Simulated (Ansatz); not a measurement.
Crystal: WC.

```xyz
2
Lattice="0.0000 2.1927 2.1927 2.1927 0.0000 2.1927 2.1927 2.1927 0.0000" Properties=species:S:1:pos:R:3 pbc="T T T"
W     0.0000    0.0000    0.0000
C     2.1927    2.1927    2.1927
```

Measurements of this composition are mostly on another form, of space group No. 187.

* Program: Ansatz 0.2.0
* Task: single point
* Functional: PBE
* Potentials or basis: all-electron LAPW, scalar-relativistic
* Cutoff: 336 eV (chosen from the basis error)
* Basis error allowed: 0.001 eV/atom
* k mesh: 10 × 10 × 10
* Occupations: fermi-dirac, width 0.05 eV
* Spin: no spin polarisation

On this cell: pressure -1.4 GPa; largest force zero by symmetry; band gap on the k mesh none (metal or under the smearing width).

The same run follows on a disturbed copy (atoms moved at random, drawn with an rms of 0.05 Å):

```
CELL_PARAMETERS angstrom
0.00000 2.19268 2.19268
2.19268 0.00000 2.19268
2.19268 2.19268 0.00000
ATOMIC_POSITIONS crystal
W 0.98258 0.99518 0.00280
C 0.51745 0.50594 0.48678
```

Q: What changes?

A: The energy (extrapolated to zero smearing) moves by +19.7 meV/atom; pressure 0.5 GPa; largest force 0.723 eV/Å; band gap on the k mesh none (metal or under the smearing width).

Forces on the atoms (eV/Å):
```
W   -0.077  0.283  0.661
C    0.077 -0.283 -0.661
```

Stress tensor (GPa, compression positive):
```
-1.50 -0.02  0.00
-0.02 -0.68 -0.02
 0.00 -0.02  3.68
```
